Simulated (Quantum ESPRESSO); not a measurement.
# LiH (Fm-3m) in Quantum ESPRESSO: settings compared

Aim: see how the results for LiH move with the level of theory and the settings. Levels: PBE, LDA, r2SCAN. Tasks: band structure.

All numbers are computed with Quantum ESPRESSO 7.5; they aren't measurements. Logs are shortened: lines on timing, memory, paths and dates and some standing lists are left out, and cuts for length are marked.

### Step 1. Starting point

The structure is cubic, space group Fm-3m (No. 225). The conventional cell has a = 4.074 Å, b = 4.074 Å, c = 4.074 Å, α = 90.00°, β = 90.00°, γ = 90.00°. Around Li (site symmetry m-3m) lie 6 H at 2.04 Å. H (site symmetry m-3m) is surrounded by 6 Li at 2.04 Å.

### Step 2. Band structure, PBE

Contents of pw.in:

```
&CONTROL
  calculation = 'scf'
  prefix = 'pwscf'
  outdir = './tmp'
  pseudo_dir = './pseudo'
  tprnfor = .true.
  tstress = .true.
  disk_io = 'low'
/
&SYSTEM
  ibrav = 0
  nat = 2
  ntyp = 2
  ecutwfc = 60
  ecutrho = 480
  nbnd = 7
  occupations = 'smearing'
  smearing = 'fd'
  degauss = 0.00367493
/
&ELECTRONS
  conv_thr = 4d-10
  electron_maxstep = 120
  mixing_beta = 0.5
/
ATOMIC_SPECIES
Li     6.9400 li_pbe_v1.4.uspp.F.UPF
H      1.0080 H.pbe-rrkjus_psl.1.0.0.UPF
CELL_PARAMETERS angstrom
   0.0000000000    2.0367500000    2.0367500000
   2.0367500000    0.0000000000    2.0367500000
   2.0367500000    2.0367500000    0.0000000000
ATOMIC_POSITIONS crystal
Li     0.0000000000    0.0000000000    0.0000000000
H      0.5000000000    0.5000000000    0.5000000000
K_POINTS automatic
11 11 11 0 0 0
```

Contents of bands.in:

```
&CONTROL
  calculation = 'bands'
  prefix = 'pwscf'
  outdir = './tmp'
  pseudo_dir = './pseudo'
  disk_io = 'low'
  verbosity = 'high'
/
&SYSTEM
  ibrav = 0
  nat = 2
  ntyp = 2
  ecutwfc = 60
  ecutrho = 480
  nbnd = 7
  occupations = 'smearing'
  smearing = 'fd'
  degauss = 0.00367493
/
&ELECTRONS
  conv_thr = 1d-08
  electron_maxstep = 120
  mixing_beta = 0.5
  diago_full_acc = .true.
  startingwfc = 'random'
/
ATOMIC_SPECIES
Li     6.9400 li_pbe_v1.4.uspp.F.UPF
H      1.0080 H.pbe-rrkjus_psl.1.0.0.UPF
CELL_PARAMETERS angstrom
   0.0000000000    2.0367500000    2.0367500000
   2.0367500000    0.0000000000    2.0367500000
   2.0367500000    2.0367500000    0.0000000000
ATOMIC_POSITIONS crystal
Li     0.0000000000    0.0000000000    0.0000000000
H      0.5000000000    0.5000000000    0.5000000000
K_POINTS crystal
60
 0.0000000000  0.0000000000  0.0000000000 1
 0.0625000000  0.0000000000  0.0625000000 1
 0.1250000000  0.0000000000  0.1250000000 1
 0.1875000000  0.0000000000  0.1875000000 1
 0.2500000000  0.0000000000  0.2500000000 1
 0.3125000000  0.0000000000  0.3125000000 1
 0.3750000000  0.0000000000  0.3750000000 1
 0.4375000000  0.0000000000  0.4375000000 1
 0.5000000000  0.0000000000  0.5000000000 1
 0.5000000000  0.0625000000  0.5625000000 1
 0.5000000000  0.1250000000  0.6250000000 1
 0.5000000000  0.1875000000  0.6875000000 1
 0.5000000000  0.2500000000  0.7500000000 1
 0.4375000000  0.3125000000  0.7500000000 1
 0.3750000000  0.3750000000  0.7500000000 1
 0.3375000000  0.3375000000  0.6750000000 1
 0.3000000000  0.3000000000  0.6000000000 1
 0.2625000000  0.2625000000  0.5250000000 1
 0.2250000000  0.2250000000  0.4500000000 1
 0.1875000000  0.1875000000  0.3750000000 1
 0.1500000000  0.1500000000  0.3000000000 1
 0.1125000000  0.1125000000  0.2250000000 1
 0.0750000000  0.0750000000  0.1500000000 1
 0.0375000000  0.0375000000  0.0750000000 1
 0.0000000000  0.0000000000  0.0000000000 1
 0.0625000000  0.0625000000  0.0625000000 1
 0.1250000000  0.1250000000  0.1250000000 1
 0.1875000000  0.1875000000  0.1875000000 1
 0.2500000000  0.2500000000  0.2500000000 1
 0.3125000000  0.3125000000  0.3125000000 1
 0.3750000000  0.3750000000  0.3750000000 1
 0.4375000000  0.4375000000  0.4375000000 1
 0.5000000000  0.5000000000  0.5000000000 1
 0.5250000000  0.4500000000  0.5250000000 1
 0.5500000000  0.4000000000  0.5500000000 1
 0.5750000000  0.3500000000  0.5750000000 1
 0.6000000000  0.3000000000  0.6000000000 1
 0.6250000000  0.2500000000  0.6250000000 1
 0.5833333333  0.2500000000  0.6666666667 1
 0.5416666667  0.2500000000  0.7083333333 1
 0.5000000000  0.2500000000  0.7500000000 1
 0.5000000000  0.2857142857  0.7142857143 1
 0.5000000000  0.3214285714  0.6785714286 1
 0.5000000000  0.3571428571  0.6428571429 1
 0.5000000000  0.3928571429  0.6071428571 1
 0.5000000000  0.4285714286  0.5714285714 1
 0.5000000000  0.4642857143  0.5357142857 1
 0.5000000000  0.5000000000  0.5000000000 1
 0.4821428571  0.4821428571  0.5357142857 1
 0.4642857143  0.4642857143  0.5714285714 1
 0.4464285714  0.4464285714  0.6071428571 1
 0.4285714286  0.4285714286  0.6428571429 1
 0.4107142857  0.4107142857  0.6785714286 1
 0.3928571429  0.3928571429  0.7142857143 1
 0.3750000000  0.3750000000  0.7500000000 1
 0.6250000000  0.2500000000  0.6250000000 1
 0.5937500000  0.1875000000  0.5937500000 1
 0.5625000000  0.1250000000  0.5625000000 1
 0.5312500000  0.0625000000  0.5312500000 1
 0.5000000000  0.0000000000  0.5000000000 1
```

Potentials or basis: SSSP 1.3 efficiency PBE.

On the command line:

```console
$ OMP_NUM_THREADS=1 mpirun -n 2 pw.x -nk 2 -in pw.in > pw.out
$ OMP_NUM_THREADS=1 mpirun -n 2 pw.x -nk 2 -in bands.in > bands.out
```

pw.out:

```text
This program is part of the open-source Quantum ESPRESSO suite
     for quantum simulation of materials; please cite
[... 6 lines left out ...]
     using ibrav=0 with symmetry is DISCOURAGED, use correct ibrav instead

     K-points division:     npool     =       2
     Subspace diagonalization in iterative solution of the eigenvalue problem:
     a serial algorithm will be used

     G-vector sticks info
     --------------------
     sticks:   dense  smooth     PW     G-vecs:    dense   smooth      PW
     Sum         967     499    163                20179     7239    1363

     Using Slab Decomposition

     bravais-lattice index     =            0
     lattice parameter (alat)  =       5.4432  a.u.
     unit-cell volume          =     114.0354 (a.u.)^3
     number of atoms/cell      =            2
     number of atomic types    =            2
     number of electrons       =         4.00
     number of Kohn-Sham states=            7
     kinetic-energy cutoff     =      60.0000  Ry
     charge density cutoff     =     480.0000  Ry
     scf convergence threshold =      4.0E-10
     mixing beta               =       0.5000
     number of iterations used =            8  plain     mixing
     Exchange-correlation= PBE
                           (   1   4   3   4   0   0   0)

     celldm(1)=   5.443166  celldm(2)=   0.000000  celldm(3)=   0.000000
     celldm(4)=   0.000000  celldm(5)=   0.000000  celldm(6)=   0.000000

     crystal axes: (cart. coord. in units of alat)
               a(1) = (   0.000000   0.707107   0.707107 )
               a(2) = (   0.707107   0.000000   0.707107 )
               a(3) = (   0.707107   0.707107   0.000000 )

     reciprocal axes: (cart. coord. in units 2 pi/alat)
               b(1) = ( -0.707107  0.707107  0.707107 )
               b(2) = (  0.707107 -0.707107  0.707107 )
               b(3) = (  0.707107  0.707107 -0.707107 )

     PseudoPot. # 1 for Li read from file:
     li_pbe_v1.4.uspp.F.UPF
     Pseudo is Ultrasoft, Zval =  3.0
     Generated by new atomic code, or converted to UPF format
     Using radial grid of  751 points,  5 beta functions with:
                l(1) =   0
                l(2) =   0
                l(3) =   0
                l(4) =   1
                l(5) =   1
     Q(r) pseudized with 10 coefficients,  rinner =    1.150   1.150   1.150

     PseudoPot. # 2 for H  read from file:
     H.pbe-rrkjus_psl.1.0.0.UPF
     Pseudo is Ultrasoft, Zval =  1.0
     Generated using "atomic" code by A. Dal Corso  v.5.1
     Using radial grid of  929 points,  2 beta functions with:
                l(1) =   0
                l(2) =   0
     Q(r) pseudized with 0 coefficients

     atomic species   valence    mass     pseudopotential
     Li                3.00     6.94000     Li( 1.00)
     H                 1.00     1.00800     H ( 1.00)

     48 Sym. Ops., with inversion, found

   Cartesian axes

     site n.     atom                  positions (alat units)
         1        Li     tau(   1) = (   0.0000000   0.0000000   0.0000000  )
         2        H      tau(   2) = (   0.7071068   0.7071068   0.7071068  )

     number of k points=    56  Fermi-Dirac smearing, width (Ry)=  0.0037
                       cart. coord. in units 2pi/alat
        k(    1) = (   0.0000000   0.0000000   0.0000000), wk =   0.0015026
        k(    2) = (   0.0642824   0.0642824  -0.0642824), wk =   0.0120210
        k(    3) = (   0.1285649   0.1285649  -0.1285649), wk =   0.0120210
        k(    4) = (   0.1928473   0.1928473  -0.1928473), wk =   0.0120210
        k(    5) = (   0.2571297   0.2571297  -0.2571297), wk =   0.0120210
        k(    6) = (   0.3214122   0.3214122  -0.3214122), wk =   0.0120210
[... 48 lines left out ...]
        k(   55) = (  -0.0642824  -0.4499770   0.7071068), wk =   0.0360631
        k(   56) = (   0.0000000  -0.3856946   0.6428243), wk =   0.0360631

     Dense  grid:    20179 G-vectors     FFT dimensions: (  40,  40,  40)

     Smooth grid:     7239 G-vectors     FFT dimensions: (  27,  27,  27)

     Initial potential from superposition of free atoms

     starting charge       3.5492, renormalised to       4.0000
     Starting wfcs are    6 randomized atomic wfcs +    1 random wfcs

     Self-consistent Calculation

     iteration #  1     ecut=    60.00 Ry     beta= 0.50
     Davidson diagonalization with overlap
     ethr =  1.00E-02,  avg # of iterations =  7.1

     total energy              =     -15.70391173 Ry
     estimated scf accuracy    <       0.15129503 Ry
[... 43 lines left out ...]
     iteration #  8     ecut=    60.00 Ry     beta= 0.50
     Davidson diagonalization with overlap
     ethr =  2.90E-11,  avg # of iterations =  1.1

     End of self-consistent calculation

          k = 0.0000 0.0000 0.0000 (   893 PWs)   bands (ev):

   -43.9146  -4.8704  15.8588  17.7854  17.7854  17.7854  22.4413

          k = 0.0643 0.0643-0.0643 (   908 PWs)   bands (ev):

   -43.9115  -4.7265  14.7438  16.9039  17.4713  17.4713  21.8498
[... 81 lines left out ...]
          k =-0.0643-0.3214 0.3214 (   893 PWs)   bands (ev):

   -43.8800  -2.5738   7.8030   9.9649  15.7578  16.0863  21.7750

          k = 0.0000-0.2571 0.2571 (   897 PWs)   bands (ev):

   -43.8891  -3.3747  10.3138  10.5150  16.0710  17.5443  21.3463

          k = 0.3857 0.0000-0.0000 (   886 PWs)   bands (ev):

   -43.8856  -3.0780   9.7114  12.7461  12.7461  15.9487  17.3855
[... 33 lines left out ...]
          k =-0.0000-0.5143 0.5143 (   894 PWs)   bands (ev):

   -43.8655  -0.2141   4.7253   7.6450  12.2733  16.0073  21.7836

          k = 0.6428-0.0000 0.0000 (   906 PWs)   bands (ev):

   -43.8653  -0.0205   3.9340  11.0405  11.0405  14.1584  17.0019

          k =-0.0000-0.6428 0.6428 (   902 PWs)   bands (ev):

   -43.8643   0.3459   3.5505   9.9076  11.1143  15.3437  17.1468

          k = 0.2571 0.1286 0.0000 (   897 PWs)   bands (ev):

   -43.8968  -3.9102  11.7310  12.7036  15.4067  18.1792  19.9815

          k = 0.3214 0.1928-0.0643 (   896 PWs)   bands (ev):

   -43.8872  -3.2282   9.2950  11.5012  14.8582  17.4730  21.1856
[... 25 lines left out ...]
          k =-0.0643-0.3214 0.4500 (   889 PWs)   bands (ev):

   -43.8724  -1.6185   6.5696   8.4447  13.6678  16.4777  23.1507

          k = 0.0000-0.2571 0.3857 (   890 PWs)   bands (ev):

   -43.8791  -2.4726   8.6887   8.7927  14.3355  16.9796  22.1927

          k = 0.5143 0.1286 0.0000 (   895 PWs)   bands (ev):

   -43.8721  -1.5499   6.5443   9.8460  11.9280  17.1096  17.1425

          k =-0.1286-0.5143 0.6428 (   890 PWs)   bands (ev):

   -43.8675  -0.7051   5.3726   8.3642  11.8706  16.8136  19.2751

          k =-0.0643-0.4500 0.5785 (   899 PWs)   bands (ev):

   -43.8658  -0.3127   5.0223   7.3948  12.1777  16.5479  22.0020

          k = 0.0000-0.3857 0.5143 (   896 PWs)   bands (ev):

   -43.8677  -0.7725   5.8948   7.1034  12.8178  16.4280  24.4088

          k =-0.0643-0.5785 0.7071 (   902 PWs)   bands (ev):

   -43.8652  -0.0286   4.1629   9.2648  11.2825  16.5238  17.1134
[... 13 lines left out ...]
          k =-0.0643-0.4500 0.7071 (   895 PWs)   bands (ev):

   -43.8648  -0.0259   4.8992   7.0439  11.7349  17.3524  20.5098

          k = 0.0000-0.3857 0.6428 (   894 PWs)   bands (ev):

   -43.8645   0.0476   5.3083   6.1936  11.8769  17.3170  22.9686

     the Fermi energy is     2.3322 ev

!    total energy              =     -15.69956654 Ry
     estimated scf accuracy    <          3.5E-10 Ry
     smearing contrib. (-TS)   =      -0.00000000 Ry
     internal energy E=F+TS    =     -15.69956654 Ry

     The total energy is F=E-TS. E is the sum of the following terms:
     one-electron contribution =      -8.11049879 Ry
     hartree contribution      =       3.36139341 Ry
     xc contribution           =      -4.14500735 Ry
     ewald contribution        =      -6.80545381 Ry

     convergence has been achieved in   8 iterations

     Forces acting on atoms (cartesian axes, Ry/au):

     atom    1 type  1   force =    -0.00000000    0.00000000    0.00000000
     atom    2 type  2   force =     0.00000000   -0.00000000   -0.00000000

     Total force =     0.000000     Total SCF correction =     0.000000

     Computing stress (Cartesian axis) and pressure

          total   stress  (Ry/bohr**3)                   (kbar)     P=      -16.53
  -0.00011234   0.00000000   0.00000000          -16.53        0.00        0.00
   0.00000000  -0.00011234  -0.00000000            0.00      -16.53       -0.00
   0.00000000  -0.00000000  -0.00011234            0.00       -0.00      -16.53

=------------------------------------------------------------------------------=
   JOB DONE.
=------------------------------------------------------------------------------=
```

Run time: 4.5 s. Hardware: 2 MPI ranks of AMD EPYC 9R45 (Zen 5), shared host; peak memory 0.18 GiB.

Results:

| Property | Result |
| --- | --- |
| Free energy | -213.6035 eV |
| Pressure | -1.7 GPa |
| Band gap on the k mesh | 3.20 eV, direct |
| Band gap along the path | 3.02 eV, direct |

Levels at the corners of the path, in eV from the valence-band top:
```
point  band 1  band 2  band 3  band 4  band 5
    Γ  -44.30   -5.26   15.47   17.40   17.40
    X  -44.25    0.00    3.02   10.58   10.58
    W  -44.25   -0.20    5.23    5.23   11.40
    K  -44.25   -0.47    4.13    7.41   11.68
    Γ  -44.30   -5.26   15.47   17.40   17.40
    L  -44.26   -2.49    4.79   13.25   16.06
    U  -44.25   -0.47    4.13    7.41   11.68
    W  -44.25   -0.20    5.23    5.23   11.40
    L  -44.26   -2.49    4.79   13.25   16.06
    K  -44.25   -0.47    4.13    7.41   11.68
    U  -44.25   -0.47    4.13    7.41   11.68
    X  -44.25    0.00    3.02   10.58   10.58
```

Caveat: the mesh misses the band edges, which the band path finds closer together. A hybrid or GW would open this gap; PBE tends to underestimate it.

### Step 3. Band structure, LDA

pw.in: that of step 2 with these lines changed.

```diff
@@ -13,4 +13,4 @@
   ntyp = 2
-  ecutwfc = 60
-  ecutrho = 480
+  ecutwfc = 45
+  ecutrho = 360
   nbnd = 7
@@ -26,4 +26,4 @@
 ATOMIC_SPECIES
-Li     6.9400 li_pbe_v1.4.uspp.F.UPF
-H      1.0080 H.pbe-rrkjus_psl.1.0.0.UPF
+Li     6.9400 li_lda_v1.4.uspp.F.UPF
+H      1.0080 h_lda_v1.4.uspp.F.UPF
 CELL_PARAMETERS angstrom
```

bands.in: that of step 2 with these lines changed.

```diff
@@ -12,4 +12,4 @@
   ntyp = 2
-  ecutwfc = 60
-  ecutrho = 480
+  ecutwfc = 45
+  ecutrho = 360
   nbnd = 7
@@ -27,4 +27,4 @@
 ATOMIC_SPECIES
-Li     6.9400 li_pbe_v1.4.uspp.F.UPF
-H      1.0080 H.pbe-rrkjus_psl.1.0.0.UPF
+Li     6.9400 li_lda_v1.4.uspp.F.UPF
+H      1.0080 h_lda_v1.4.uspp.F.UPF
 CELL_PARAMETERS angstrom
```

Potentials or basis: GBRV 1.5 LDA.

On the command line:

```console
$ OMP_NUM_THREADS=1 mpirun -n 2 pw.x -nk 2 -in pw.in > pw.out
$ OMP_NUM_THREADS=1 mpirun -n 2 pw.x -nk 2 -in bands.in > bands.out
```

Wall time 3.8 s (2 MPI ranks of AMD EPYC 9R45 (Zen 5), shared host); peak memory 0.18 GiB.

Results (log left out):

| Property | Result |
| --- | --- |
| Free energy | -211.0457 eV |
| Pressure | -4.1 GPa |
| Band gap on the k mesh | 2.85 eV, direct |
| Band gap along the path | 2.65 eV, direct |

Levels at the corners of the path, in eV from the valence-band top:
```
point  band 1  band 2  band 3  band 4  band 5
    Γ  -43.47   -5.38   15.52   16.93   16.93
    X  -43.41    0.00    2.65   10.18   10.18
    W  -43.41   -0.23    4.86    4.86   11.11
    K  -43.41   -0.52    3.76    7.11   11.27
    Γ  -43.47   -5.38   15.52   16.93   16.93
    L  -43.42   -2.62    4.51   13.11   15.56
    U  -43.41   -0.52    3.76    7.11   11.27
    W  -43.41   -0.23    4.86    4.86   11.11
    L  -43.42   -2.62    4.51   13.11   15.56
    K  -43.41   -0.52    3.76    7.11   11.27
    U  -43.41   -0.52    3.76    7.11   11.27
    X  -43.41    0.00    2.65   10.18   10.18
```

Caveat: the mesh misses the band edges, which the band path finds closer together.

### Step 4. Band structure, r2SCAN

pw.in: that of step 3 with these lines changed.

```diff
@@ -13,5 +13,5 @@
   ntyp = 2
-  ecutwfc = 45
-  ecutrho = 360
+  ecutwfc = 70
   nbnd = 7
+  input_dft = 'r2scan'
   occupations = 'smearing'
@@ -19,5 +19,6 @@
   degauss = 0.00367493
+  nosym = .true.
 /
 &ELECTRONS
-  conv_thr = 4d-10
+  conv_thr = 1d-08
   electron_maxstep = 120
@@ -26,4 +27,4 @@
 ATOMIC_SPECIES
-Li     6.9400 li_lda_v1.4.uspp.F.UPF
-H      1.0080 h_lda_v1.4.uspp.F.UPF
+Li     6.9400 Li_ONCV_PBE-1.2.upf
+H      1.0080 H_ONCV_PBE-1.2.upf
 CELL_PARAMETERS angstrom
@@ -36,2 +37,2 @@
 K_POINTS automatic
-11 11 11 0 0 0
+8 8 8 0 0 0
```

bands.in: that of step 3 with these lines changed.

```diff
@@ -12,5 +12,5 @@
   ntyp = 2
-  ecutwfc = 45
-  ecutrho = 360
+  ecutwfc = 70
   nbnd = 7
+  input_dft = 'r2scan'
   occupations = 'smearing'
@@ -18,2 +18,3 @@
   degauss = 0.00367493
+  nosym = .true.
 /
@@ -27,4 +28,4 @@
 ATOMIC_SPECIES
-Li     6.9400 li_lda_v1.4.uspp.F.UPF
-H      1.0080 h_lda_v1.4.uspp.F.UPF
+Li     6.9400 Li_ONCV_PBE-1.2.upf
+H      1.0080 H_ONCV_PBE-1.2.upf
 CELL_PARAMETERS angstrom
```

Potentials or basis: SG15 PBE 1.2.

On the command line:

```console
$ OMP_NUM_THREADS=1 mpirun -n 2 pw.x -nk 2 -in pw.in > pw.out
$ OMP_NUM_THREADS=1 mpirun -n 2 pw.x -nk 2 -in bands.in > bands.out
```

Wall time 18 s (2 MPI ranks of AMD EPYC 9R45 (Zen 5), shared host); peak memory 0.18 GiB.

It converged, with:

```
Free energy             : -211.1906 eV
Pressure                : -1.4 GPa
Band gap on the k mesh  : 3.68 eV, direct
Band gap along the path : 3.68 eV, direct
```

Levels at the corners of the path, in eV from the valence-band top:
```tsv
point	band 1	band 2	band 3	band 4	band 5	band 6
Γ	-45.38	-5.32	16.90	18.76	18.76	18.76
X	-45.33	0.00	3.68	11.53	11.53	14.82
W	-45.33	-0.20	5.98	5.98	12.36	18.71
K	-45.33	-0.45	4.84	8.20	12.68	17.11
Γ	-45.38	-5.32	16.90	18.76	18.76	18.76
L	-45.34	-2.46	5.45	14.51	17.60	17.60
U	-45.33	-0.45	4.84	8.20	12.68	17.11
W	-45.33	-0.20	5.98	5.98	12.36	18.71
L	-45.34	-2.46	5.45	14.51	17.60	17.60
K	-45.33	-0.45	4.84	8.20	12.68	17.11
U	-45.33	-0.45	4.84	8.20	12.68	17.11
X	-45.33	0.00	3.68	11.53	11.53	14.82
```

Caveat: the potentials were made for another functional, which shifts forces and pressure.

### Step 5. Summary

```tsv
level	potentials or basis	k mesh	cutoff (eV)	SCF threshold	form of the LDA correlation	symmetry	gap on the mesh (eV)	pressure (GPa)
PBE	SSSP 1.3 efficiency PBE	11 × 11 × 11	816	4e-10 Ry	-	-	3.20	-1.7
LDA	GBRV 1.5 LDA	11 × 11 × 11	612	4e-10 Ry	PZ81	-	2.85	-4.1
r2SCAN	SG15 PBE 1.2	8 × 8 × 8	952	1e-08 Ry	-	off	3.68	-1.4
```

Alike in all rows: task band structure; no spin polarisation; cell as given; smearing fermi-dirac 0.05 eV.

Caveats: the mesh misses the band edges, which the band path finds closer together (some runs); the potentials were made for another functional, which shifts forces and pressure (some runs).

Total energies depend on the potentials used, so only differences within one code and one set of settings carry meaning.
